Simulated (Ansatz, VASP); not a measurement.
# Ga2AsP: VASP beside Ansatz

Aim: how closely do two programs agree when they are given the same cell, functional and k mesh? The cell is generated by rule, not measured, and may not be a known phase. The cell is taken from a series of runs on this material, whose earlier steps may have relaxed, scaled, displaced or heated it; both programs get it as it stands.

Main program and level: Ansatz 0.2.0; plane waves, with VASP 6.6.1 beside it; single point at HSE06.

The structure was built from a prototype and need not be the compound's stable phase.

## (1) Set-up

It takes space group P-4m2 (No. 115, tetragonal). The conventional cell has a = 3.926 Å, b = 3.926 Å, c = 5.540 Å, α = 90.00°, β = 90.00°, γ = 90.00°. Nearest to Ga lie 2 P at 2.37 Å and 2 As at 2.43 Å. Nearest to As lie 4 Ga at 2.43 Å. Nearest to P lie 4 Ga at 2.37 Å. It derives from GaAs. Farther neighbours are not listed.

## (2) VASP: single point, HSE06

A single point gives forces, pressure and levels at one fixed geometry, so differences don't come from the geometry; what else differs is listed under the comparison.

Lines of VASP's logs that name or quote its potential files are left out, and so is its time.

The run reads the wave functions of an earlier VASP run, which isn't shown here.

Input file INCAR:

```
SYSTEM = Ga2AsP
PREC = Accurate
ENCUT = 400
EDIFF = 1E-06
NELM = 100
ISMEAR = 0
SIGMA = 0.01
LREAL = .FALSE.
ALGO = Normal
LHFCALC = .TRUE.
AEXX = 0.25
GGA = PE
HFSCREEN = 0.208
LASPH = .TRUE.
NBANDS = 24
PRECFOCK = Fast
LORBIT = 11
LWAVE = .FALSE.
LCHARG = .FALSE.
KPAR = 8
ISIF = 2
```

Input file POSCAR:

```
Ga2AsP
1.0
    3.9260928781      0.0000000000      0.0000000000
    0.0000000000      3.9260928781      0.0000000000
    0.0000000000      0.0000000000      5.5400331922
Ga As P
2 1 1
Direct
    0.0000000000      0.0000000000      0.1207339346
    0.5000000000      0.5000000000      0.6384126936
    0.5000000000      0.0000000000      0.3795733141
    0.0000000000      0.5000000000      0.8795733141
```

Input file KPOINTS:

```
Automatic mesh
0
Gamma
4 4 4
0 0 0
```

Potentials, in the order of the species: Ga_d, As and P (PBE family, release 64).

Run with:

```bash
mpirun -np 8 vasp_std
```

Numbers of over 12 decimals in the logs are rounded to 6 here.

Log:

```text
[banner, memory and clock lines left out]
running    8 mpi-ranks, on    1 nodes
 distrk:  each k-point on    1 cores,    8 groups
 distr:  one band on    1 cores,    1 groups

 POSCAR found type information on POSCAR GaAsP
 POSCAR found :  3 types and       4 ions
|                                                                             |
|           W    W    AA    RRRRR   N    N  II  N    N   GGGG   !!!           |
|           W    W   A  A   R    R  NN   N  II  NN   N  G    G  !!!           |
|           W    W  A    A  R    R  N N  N  II  N N  N  G       !!!           |
|           W WW W  AAAAAA  RRRRR   N  N N  II  N  N N  G  GGG   !            |
|           WW  WW  A    A  R   R   N   NN  II  N   NN  G    G                |
|           W    W  A    A  R    R  N    N  II  N    N   GGGG   !!!           |
|                                                                             |
|     For optimal performance we recommend to set                             |
|       NCORE = 2 up to number-of-cores-per-socket                            |
|     NCORE specifies how many cores store one orbital (NPAR=cpu/NCORE).      |
|     This setting can greatly improve the performance of VASP for DFT.       |
|     The default, NCORE=1 might be grossly inefficient on modern             |
|     multi-core architectures or massively parallel machines. Do your        |
|     Unfortunately you need to use the default for GW and RPA                |
|     calculations (for HF NCORE is supported but not extensively tested      |
|     yet).                                                                   |
|                                                                             |

 LDA part: xc-table for (Slater+PW92), standard interpolation
 found WAVECAR, reading the header
 POSCAR, INCAR and KPOINTS ok, starting setup
 FFT: planning ... GRIDC
 FFT: planning ... GRID_SOFT
 FFT: planning ... GRID
 reading WAVECAR
 the WAVECAR file was read successfully
 initial charge from wavefunction
 entering main loop
       N       E                     dE             d eps       ncg     rms          rms(c)
DAV:   1    -0.205274575715E+02   -0.20527E+02   -0.14056E+00  1304   0.206E+01    0.225E+00
DAV:   2    -0.205264678814E+02    0.98969E-03   -0.16812E-01  1144   0.487E+00    0.185E+00
DAV:   3    -0.205233635237E+02    0.31044E-02   -0.17295E-02  1304   0.168E+00    0.117E+00
DAV:   4    -0.205226328440E+02    0.73068E-03   -0.25451E-03  1128   0.489E-01    0.686E-01
DAV:   5    -0.205223787590E+02    0.25408E-03   -0.28197E-04  1096   0.126E-01    0.395E-01
DAV:   6    -0.205223015344E+02    0.77225E-04   -0.56093E-05  1096   0.549E-02    0.228E-01
DAV:   7    -0.205222739380E+02    0.27596E-04   -0.10866E-05  1016   0.259E-02    0.129E-01
DAV:   8    -0.205222635598E+02    0.10378E-04   -0.33664E-06   912   0.128E-02    0.717E-02
DAV:   9    -0.205222598586E+02    0.37012E-05   -0.13542E-06   824   0.779E-03    0.393E-02
DAV:  10    -0.205222588078E+02    0.10508E-05   -0.50018E-07   640   0.507E-03    0.214E-02
DAV:  11    -0.205222584329E+02    0.37495E-06   -0.23630E-07   616   0.384E-03
   1 F= -.20522258E+02 E0= -.20522258E+02  d E =-.881667E-52
```

From OUTCAR (step 2):

```text
ion  position               nearest neighbor table
   1  0.000  0.000  0.121-   4 2.37   4 2.37   3 2.43   3 2.43
   2  0.500  0.500  0.638-   4 2.37   4 2.37   3 2.43   3 2.43
   3  0.500  0.000  0.380-   1 2.43   2 2.43   2 2.43   1 2.43
   4  0.000  0.500  0.880-   1 2.37   2 2.37   1 2.37   2 2.37

  LATTYP: Found a simple tetragonal cell.
 ALAT       =     3.9260928781
 C/A-ratio  =     1.4110805231

 Subroutine GETGRP returns: Found  8 space group operations
 (whereof  4 operations were pure point group operations)

The static configuration has the point symmetry C_2v.
 The point group associated with its full space group is D_2d.

 Found     18 irreducible k-points:

   k-points           NKPTS =     18   k-points in BZ     NKDIM =     64   number of bands    NBANDS=     24

   dimension x,y,z NGX =    28 NGY =   28 NGZ =   36
   dimension x,y,z NGXF=    56 NGYF=   56 NGZF=   72

   ENCUT  =  400.0 eV  29.40 Ry    5.42 a.u.   6.40  6.40  9.03*2*pi/ulx,y,z

   NELECT =      36.0000    total number of electrons

 k-points in reciprocal lattice and weights: Automatic mesh
   0.00000000  0.00000000  0.00000000       0.016
   0.25000000  0.00000000  0.00000000       0.062
   0.50000000  0.00000000  0.00000000       0.031
   0.25000000  0.25000000  0.00000000       0.062
   0.50000000  0.25000000  0.00000000       0.062
   0.50000000  0.50000000  0.00000000       0.016
   0.00000000  0.00000000  0.25000000       0.031
   0.25000000  0.00000000  0.25000000       0.125
   0.50000000  0.00000000  0.25000000       0.062
[...]
0.50000000  0.25000000  0.50000000       0.062
   0.50000000  0.50000000  0.50000000       0.016

  exchange ACFDT corr.  =         0.00000000  see jH, gK, PRB 81, 115126

 average (electrostatic) potential at core
       1 -58.8972       2 -58.8972       3 -45.9990       4 -80.4442

 E-fermi :   3.9979

 k-point     1 :       0.0000    0.0000    0.0000
  band No.  band energies     occupation
    ...
     14       0.8925      2.00000
     15       0.8925      2.00000
     16       3.8860      2.00000
     17       3.8924      2.00000
     18       3.8924      2.00000
     19       5.8852      0.00000
     20       6.1502      0.00000
     21       6.2697      0.00000
     22       8.5244      0.00000
     23       8.5244      0.00000
    ...

 k-point     2 :       0.2500    0.0000    0.0000
  band No.  band energies     occupation
    ...
     14      -0.3994      2.00000
     15       0.8239      2.00000
     16       1.3486      2.00000
     17       2.4526      2.00000
     18       3.6052      2.00000
     19       6.5918      0.00000
     20       7.5102      0.00000
     21       8.8841      0.00000
     22       9.0587      0.00000
     23       9.3642      0.00000
    ...

 k-point     3 :       0.5000    0.0000    0.0000
  band No.  band energies     occupation
    ...
     14      -1.9682      2.00000
     15       0.2251      2.00000
     16       0.2525      2.00000
     17       2.2256      2.00000
     18       2.8551      2.00000
     19       7.4200      0.00000
     20       7.9427      0.00000
     21      10.4480      0.00000
     22      10.4506      0.00000
     23      10.6023      0.00000
    ...

  Total        0.5422064      0.5422064      0.1673671      0.0000000      0.0000000      0.0000000
  in kB       10.1728283     10.1728283      3.1401270      0.0000000      0.0000000      0.0000000
  external PRESSURE =       7.8285946 kB  Pullay stress =       0.0000000 kB

  energy-cutoff  :      400.00
  volume of cell :       85.40
      direct lattice vectors                 reciprocal lattice vectors
     3.926092878  0.000000000  0.000000000     0.254706150  0.000000000  0.000000000
     0.000000000  3.926092878  0.000000000     0.000000000  0.254706150  0.000000000
     0.000000000  0.000000000  5.540033192     0.000000000  0.000000000  0.180504334

 POSITION                                       TOTAL-FORCE (eV/Angst)
 -----------------------------------------------------------------------------------
      0.00000      0.00000      0.66887         0.000000      0.000000      0.022661
      1.96305      1.96305      3.53683         0.000000      0.000000     -0.022661
      1.96305      0.00000      2.10285         0.000000      0.000000      0.000000
      0.00000      1.96305      4.87287         0.000000      0.000000     -0.000000
 -----------------------------------------------------------------------------------
    total drift:                               -0.000002      0.000003      0.000351

  FREE ENERGIE OF THE ION-ELECTRON SYSTEM (eV)
  ---------------------------------------------------
  free  energy   TOTEN  =       -20.5222584329 eV

  energy  without entropy=      -20.5222584329  energy(sigma->0) =      -20.52225843

 total charge
# of ion       s       p       d       tot
------------------------------------------
    1        0.829   0.829  10.020  11.678
    2        0.829   0.829  10.020  11.678
    3        1.212   1.677   0.032   2.922
    4        1.013   1.536   0.000   2.548
--------------------------------------------------
tot          3.882   4.871  20.073  28.825

[... 3 further parts left out ...]
```

The k-mesh is coarse for exact exchange; levels may shift by about 0.1 eV on a finer one.

[end of part 1 of 2]

[Lines on the potential files, build, host, timing and source positions are cut from VASP's logs without a mark.]

[Logs are printed without paths, hosts, clocks, repeated set-up lines and the standing remarks that a program may print on its own settings, such as how far it seeks lower states.]

[Hosts, paths, dates, database ids (printed as entryN), source tags and the programs' standing remarks are cut or masked in the printed files.]
